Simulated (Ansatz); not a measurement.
A vibration from a frozen displacement in TiAl

These are results of Ansatz 0.2.0, DFT r2SCAN, scalar-relativistic, plane waves, PAW, not measurements. Cutoff 500 eV, Γ-centred 21×21×10 k-points, Gaussian smearing of 0.15 eV. No spin polarisation. Energies are free energies at this smearing, counted from the undisturbed cell; pressure is positive in compression.

Zero of the scan (as given, not relaxed at this level; it stands at -1.1 GPa, and it needn't be the usual structure):

```xyz
2
Lattice="2.8673 0.0000 0.0000 -1.4336 2.4831 0.0000 0.0000 0.0000 4.6781" Properties=species:S:1:pos:R:3 pbc="T T T"
Ti   -1.4336    2.4831    0.0000
Al    0.0000    1.6554    2.3390
```

Every Ti atom is moved by x along the Cartesian unit vector (0.000, 0.000, 1.000); the cell and all other atoms stay fixed. The cell's volume is 33.31 Å³; the moved atoms weigh 47.867 u together and the others 26.982 u.

| x (Å) | ΔE (meV/cell) | total force on the moved atoms along the move (eV/Å) | pressure (GPa) |
| --- | --- | --- | --- |
| -0.2000 | 148.35 | 1.5066 | 0.8682 |
| -0.1000 | 36.65 | 0.7360 | -0.5950 |
| 0.0000 | 0.00 | 0.0000 | -1.0804 |
| 0.0500 | 9.14 | -0.3656 | -0.9594 |
| 0.1500 | 82.88 | -1.1147 | 0.0132 |

Q: What frequency belongs to this motion?

A: The force constant is k = −dF/dx = 7.328 eV/Å², from the parabola through x = -0.1000, 0 and 0.0500. In every cell the moved atoms swing against the rest, so the mass is μ = m₁m₂/(m₁ + m₂) = 17.255 u, and ν̃ = 521.5 cm⁻¹ × √(|k|/μ) = 340 cm⁻¹, at this cell's pressure of -1.1 GPa. To first order in x, and within 1 %, the force on every atom lies along the move and, within each of the two groups, in proportion to the atom's mass, so this is itself a mode at the zone centre of this cell.

Q: How far does the harmonic law reach?

A: At x = -0.200 Å, kx²/2 = 146.56 meV against the computed 148.35 meV (+1.2 %): the well is still close to harmonic there.

In a metal these slopes depend on the k mesh and the smearing.

The restoring force and the positive curvature show that this cell is stable against rigid motion of the Ti layers against the Al layers along the stacking axis. Each Ti layer lies on a mirror plane midway between two Al layers, so odd terms in the energy cancel. What remains beyond the harmonic term is a slight stiffening at larger displacement, as expected when short-range repulsion on the approached side grows faster than the bonding on the other side weakens.

The pressure rises with displacement in both directions, which means that the force constant grows as the cell is compressed. Relaxing the slight tension at the starting point should therefore raise the frequency somewhat above 340 cm⁻¹. Because conduction electrons screen the macroscopic field, no polar LO–TO splitting need be added.

The alternating pure layers form an hcp-like ordering, unlike the familiar tetragonal, fcc-derived γ-TiAl, so the frequency shouldn't be assigned to that phase, and one stable mode doesn't establish dynamical stability at other wavevectors or for in-plane sliding.
